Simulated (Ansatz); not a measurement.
Gd:

```
Gd
1.0
    -2.02500    2.02500    2.02500
     2.02500   -2.02500    2.02500
     2.02500    2.02500   -2.02500
Gd
1
Direct
  0.00000 0.00000 0.00000
```

This isn't the form of Gd at room conditions, which is hcp.

Base run:

- Program: Ansatz 0.2.0
- Functional: PBE
- Potentials or basis: Ansatz PAW
- Cutoff: 420 eV (not typed: the program's choice for these potentials)
- k mesh: 9 × 9 × 9
- Occupations: fermi-dirac, width 0.05 eV
- Spin: no spin polarisation

Its results: band gap on the k mesh none (metal or under the smearing width); pressure -2.3 GPa.

Task: The run is repeated on the same cell with these changes: spin from no spin polarisation to collinear spin, ferromagnetic start. What comes out?

Result: Band gap on the k mesh none (metal or under the smearing width); pressure -0.1 GPa; net moment 7.60 μB per cell; site moments Gd +7.32 μB.

Caveats: spin-orbit coupling is left out, which moves the levels of the heavy elements (some runs).
